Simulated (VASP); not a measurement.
# ZnS (F-43m) in VASP: notebook, part 2 of 2

VASP 6.6.1. Earlier steps stand in the parts before.

### Step 3. Relaxation of cell and atoms, PBEsol

File INCAR:

```
SYSTEM = ZnS
PREC = Accurate
ENCUT = 580
EDIFF = 1E-7
ISMEAR = 0
SIGMA = 0.02
LREAL = .False.
LASPH = .True.
NELM = 60
ALGO = Normal
ISIF = 3
LWAVE = .False.
LCHARG = .False.
GGA = PS
IBRION = 2
NSW = 90
EDIFFG = -0.005
```

File KPOINTS:

```
regular mesh
0
Gamma
  10 10 10
  0 0 0
```

File POSCAR:

```
ZnS
1.0
    0.0000000000      2.6936828800      2.6936828800
    2.6936828800      0.0000000000      2.6936828800
    2.6936828800      2.6936828800      0.0000000000
Zn S
1 1
Direct
    0.0000000000      0.0000000000      0.0000000000
    0.7500000000      0.7500000000      0.7500000000
```

Potentials or basis: VASP PAW PBE potentials, release 64 (Zn, S).

On the command line:

```
> cat potpaw_PBE.64/Zn/POTCAR potpaw_PBE.64/S/POTCAR > POTCAR
> mpirun -np 1 vasp_std > vasp.out
```

OUTCAR:

```text
SYSTEM = ZnS
   PREC = Accurate
   ENCUT = 580
   EDIFF = 1E-7
   ISMEAR = 0
   LREAL = .False.
   LASPH = .True.
   NELM = 60
   ISIF = 3
   GGA = PS
   IBRION = 2
   NSW = 90
   EDIFFG = -0.005

 ion  position               nearest neighbor table
   1  0.000  0.000  0.000-   2 2.33   2 2.33   2 2.33   2 2.33
   2  0.750  0.750  0.750-   1 2.33   1 2.33   1 2.33   1 2.33

  LATTYP: Found a face centered cubic cell.
 ALAT       =     5.3873657600

  Lattice vectors:

 A1 = (   0.0000000000,   2.6936828800,   2.6936828800)
 A2 = (   2.6936828800,   0.0000000000,   2.6936828800)
 A3 = (   2.6936828800,   2.6936828800,   0.0000000000)

Analysis of symmetry for initial positions (statically):
=====================================================================
 Subroutine PRICEL returns:
 Original cell was already a primitive cell.

 Routine SETGRP: Setting up the symmetry group for a
 face centered cubic supercell.

 Subroutine GETGRP returns: Found 24 space group operations
 (whereof 24 operations were pure point group operations)
 out of a pool of 48 trial point group operations.

The static configuration has the point symmetry T_d .

Analysis of symmetry for dynamics (positions and initial velocities):
=====================================================================
[... 234 lines left out ...]

 Free energy of the ion-electron system (eV)
  ---------------------------------------------------
  ext. energy  EPLUGINS =         0.00000000
  ---------------------------------------------------
  free energy    TOTEN  =        -7.58927209 eV

  energy without entropy =       -7.58927209  energy(sigma->0) =       -7.58927209

 E-fermi :   2.3490     XC(G=0):  -9.9631

 val. band max:        2.2405902196   @ k =   0.0000   0.0000   0.0000
 cond. band min:       4.3232572133   @ k =   0.0000   0.0000   0.0000
 fundamental gap:      2.0826669937
 Fermi energy:         2.3489698040

 k-point     1 :       0.0000    0.0000    0.0000
  band No.  band energies     occupation
      1     -11.0861      2.00000
      2      -4.2315      2.00000
      3      -4.2315      2.00000
      4      -4.2315      2.00000
      5      -3.7034      2.00000
      6      -3.7034      2.00000
      7       2.2406      2.00000
      8       2.2406      2.00000
      9       2.2406      2.00000
     10       4.3233      0.00000
     11       8.5312      0.00000
     12       8.5312      0.00000
     13       8.5312      0.00000
[... 354 lines left out ...]
  band No.  band energies     occupation
      1     -10.0636      2.00000
      2      -4.2757      2.00000
      3      -3.9725      2.00000
      4      -3.9646      2.00000
      5      -3.6831      2.00000
      6      -3.6421      2.00000
      7      -1.6147      2.00000
      8       0.1468      2.00000
      9       0.3699      2.00000
     10       6.1186      0.00000
     11       6.8697      0.00000
     12      10.9820      0.00000
     13      11.9655      0.00000

 [... further k-points ...]

------------------------ aborting loop because EDIFF is reached ----------------------------------------

  FORCE on cell =-STRESS in cart. coord.  units (eV):
  Direction    XX          YY          ZZ          XY          YZ          ZX
  --------------------------------------------------------------------------------------
  -------------------------------------------------------------------------------------
  Total        0.0033817      0.0033817      0.0033817     -0.0000000     -0.0000000      0.0000000
  in kB        0.1406759      0.1406759      0.1406759     -0.0000000     -0.0000000      0.0000000
  external PRESSURE =       0.1406759 kB  Pullay stress =       0.0000000 kB
[... 17 lines left out ...]
  FREE ENERGIE OF THE ION-ELECTRON SYSTEM (eV)
  ---------------------------------------------------
  free  energy   TOTEN  =        -7.5892720851 eV

  energy  without entropy=       -7.5892720851  energy(sigma->0) =       -7.58927209

 reached required accuracy - stopping structural energy minimisation
```

OSZICAR:

```text
N       E                     dE             d eps       ncg     rms          rms(c)
DAV:   1     0.908974755108E+02    0.90897E+02   -0.98883E+03  1230   0.179E+03
DAV:   2    -0.149454918178E+01   -0.92392E+02   -0.87951E+02  1325   0.300E+02
DAV:   3    -0.790628412892E+01   -0.64117E+01   -0.63778E+01  1502   0.777E+01
[... 27 lines left out ...]
DAV:   4    -0.758929245766E+01    0.12091E-03   -0.65544E-05  1463   0.136E-01    0.406E-02
DAV:   5    -0.758927209055E+01    0.20367E-04   -0.18118E-05  1852   0.910E-02    0.796E-03
DAV:   6    -0.758927188052E+01    0.21003E-06   -0.57257E-06  1272   0.307E-02    0.378E-03
DAV:   7    -0.758927210945E+01   -0.22894E-06   -0.25396E-07   943   0.107E-02    0.145E-03
DAV:   8    -0.758927208512E+01    0.24338E-07   -0.90687E-08   626   0.527E-03
   3 F= -.75892721E+01 E0= -.75892721E+01  d E =-.204154E-02
```

CONTCAR:

```text
ZnS
   1.00000000000000
    -0.0000000000000000    2.6804034292995178    2.6804034292995178
     2.6804034292995178    0.0000000000000000    2.6804034292995178
     2.6804034292995178    2.6804034292995178    0.0000000000000000
  Zn              S
     1     1
Direct
     0.0000000000000000    0.0000000000000000    0.0000000000000000
     0.7500000000000000    0.7500000000000000    0.7500000000000000

  0.00000000E+00  0.00000000E+00  0.00000000E+00
  0.00000000E+00  0.00000000E+00  0.00000000E+00
```

Wall time 25 s (1 thread of AMD EPYC 9R45 (Zen 5), shared host); peak memory 0.16 GiB.

Results:

* Free energy: -7.5893 eV
* Relaxed volume: 19.26 Å³/atom
* Relaxed cell: a = 3.791 Å, b = 3.791 Å, c = 3.791 Å, α = 60.00°, β = 60.00°, γ = 60.00°
* Space group after relaxing (to 0.05 Å): F-43m (No. 216)
* Energy gained by relaxing: 1.0 meV/atom
* Ionic steps: 3
* Pressure after relaxing: 0.0 GPa
* Band gap on the k mesh: 2.08 eV, direct

The path:
```
step  energy change (eV)  largest force (eV/Å)  pressure (GPa)  volume (Å³)
   1              0.0000                0.0000           -1.12        39.09
   2             -0.0018                0.0000            0.39        38.32
   3             -0.0020                0.0000            0.01        38.52
```

Final structure:
```yaml
crystal:
  lattice:
    - [0.00000, 2.68040, 2.68040]
    - [2.68040, 0.00000, 2.68040]
    - [2.68040, 2.68040, 0.00000]
  atoms:
    - { symbol: Zn, position: [0.00000, 0.00000, 0.00000] }
    - { symbol: S, position: [0.75000, 0.75000, 0.75000] }
```

Caveat: the PAW data sets were made with another functional, which shifts forces and pressure a little. PBEsol gaps usually lie below the measured ones, often by a third to a half.

### Step 4. Relaxation of cell and atoms, RPBE

INCAR, as its differences from that of step 3:

```diff
@@ -2,3 +2,3 @@
 PREC = Accurate
-ENCUT = 580
+ENCUT = 600
 EDIFF = 1E-7
@@ -13,3 +13,3 @@
 LCHARG = .False.
-GGA = PS
+GGA = RP
 IBRION = 2
```

KPOINTS is that of step 3.

POSCAR is that of step 3.

On the command line:

```
> cat potpaw_PBE.64/Zn/POTCAR potpaw_PBE.64/S/POTCAR > POTCAR
> mpirun -np 1 vasp_std > vasp.out
```

Wall time 29 s (1 thread of AMD EPYC 9R45 (Zen 5), shared host); peak memory 0.16 GiB.

The run converged. Its results:

| Item | Value |
| --- | --- |
| Free energy | -6.2053 eV |
| Relaxed volume | 20.96 Å³/atom |
| Relaxed cell | a = 3.899 Å, b = 3.899 Å, c = 3.899 Å, α = 60.00°, β = 60.00°, γ = 60.00° |
| Space group after relaxing (to 0.05 Å) | F-43m (No. 216) |
| Energy gained by relaxing | 21.1 meV/atom |
| Ionic steps | 3 |
| Pressure after relaxing | 0.0 GPa |
| Band gap on the k mesh | 2.02 eV, direct |

Step by step:
| step | energy change (eV) | largest force (eV/Å) | pressure (GPa) | volume (Å³) |
| --- | --- | --- | --- | --- |
| 1 | 0.0000 | 0.0000 | 5.09 | 39.09 |
| 2 | -0.0396 | 0.0000 | -1.08 | 42.71 |
| 3 | -0.0422 | 0.0000 | 0.02 | 41.92 |

Final structure:
```
Zn S
1.0
     0.00000    2.75723    2.75723
     2.75723    0.00000    2.75723
     2.75723    2.75723    0.00000
Zn S
1 1
Direct
  0.00000 0.00000 0.00000
  0.75000 0.75000 0.75000
```

Levels at points of the mesh, in eV from the valence-band top:
```
           k point  band 7  band 8  band 9  band 10  band 11  band 12
(0.00, 0.00, 0.00)    0.00    0.00    0.00     2.02     6.49     6.49
(0.50, 0.00, 0.00)   -4.85   -0.78   -0.78     3.31     7.02     7.02
(0.50, 0.50, 0.00)   -4.28   -1.99   -1.99     3.70     4.16    10.76
```

Caveat: the PAW data sets were made with another functional, which shifts forces and pressure a little.

### Step 5. Overview

| task | level | cell | cutoff (eV) | gap on the mesh (eV) | pressure (GPa) | relaxed volume (Å³/atom) |
| --- | --- | --- | --- | --- | --- | --- |
| single point | PBEsol | as given | 520 | 2.02 | -1.1 | - |
| relaxation of cell and atoms | PBEsol | relaxed | 580 | 2.08 | 0.0 | 19.26 |
| relaxation of cell and atoms | RPBE | relaxed | 600 | 2.02 | 0.0 | 20.96 |

Alike in all rows: potentials or basis VASP PAW PBE potentials, release 64 (Zn, S); no spin polarisation; k mesh 10 × 10 × 10; smearing gaussian 0.02 eV.

Caveats: the PAW data sets were made with another functional, which shifts forces and pressure a little.

Absolute energies hang on the potentials; compare differences alone.

### Step 6. Comparison with measurements

Step 2. A measured gap of ZnS is 3.85 eV (direct; 19 K; quoted in “Electronic, vibrational, and thermodynamic properties of ZnS (zincblende and rocksalt structure)”, 2009, arxiv:0911.5022); the calculated 2.02 eV misses it by -1.83 eV. The value is that of PBEsol, without temperature or zero-point motion. Semilocal functionals fall short of measured gaps as a rule. The cell is a database's relaxed one, not the measured one, which moves gaps too.
